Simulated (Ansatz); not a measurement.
Runs of Ansatz 0.2.0 on CuI (Marshite). The structure is cubic, space group F-43m (No. 216). Conventional cell: a = 6.063 Å, b = 6.063 Å, c = 6.063 Å, α = 90.00°, β = 90.00°, γ = 90.00°. I (site symmetry -43m) has 4 Cu at 2.63 Å as nearest neighbours. Around Cu (site symmetry -43m) lie 4 I at 2.63 Å. 

| task | level | potentials or basis | U | cell | k mesh | cutoff (eV) | basis error allowed | gap on the mesh (eV) | pressure (GPa) | relaxed volume (Å³/atom) |
| --- | --- | --- | --- | --- | --- | --- | --- | --- | --- | --- |
| relaxation of cell and atoms | PBEsol+D3(BJ) | all-electron LAPW, scalar-relativistic | - | relaxed | 8 × 8 × 8 | - | 0.001 eV/atom | 1.29 | 0.0 | 25.16 |
| relaxation of cell and atoms | LDA | all-electron LAPW, scalar-relativistic | - | relaxed | 8 × 8 × 8 | - | 0.001 eV/atom | 1.22 | 0.0 | 25.19 |
| relaxation of cell and atoms | PBE+D4 | all-electron LAPW, scalar-relativistic | - | relaxed | 8 × 8 × 8 | - | 0.001 eV/atom | 1.25 | 0.0 | (a) |
| density of states | PBEsol+U | all-electron LAPW, scalar-relativistic | Cu d U = 4 eV | as given | 8 × 8 × 8 | 283 | 0.001 eV/atom | (b) | -1.9 | - |
| single point | PBEsol | all-electron PAW datasets made for the crystal | - | as given | 6 × 6 × 6 | 220 | - | 1.01 | -2.6 | - |

Alike in all rows: no spin polarisation; smearing fermi-dirac 0.05 eV.

Question: Estimate the missing entries.

Answer: (a) 26.60; (b) 1.72.

Caveats: spin-orbit coupling is left out, which moves the levels of the heavy elements; U is the effective U less J, on atomic orbitals that reach past the spheres (some runs).

A k mesh can miss the band edges, and the runs leave out spin-orbit coupling on I.

Not every run made on this cell is shown here.
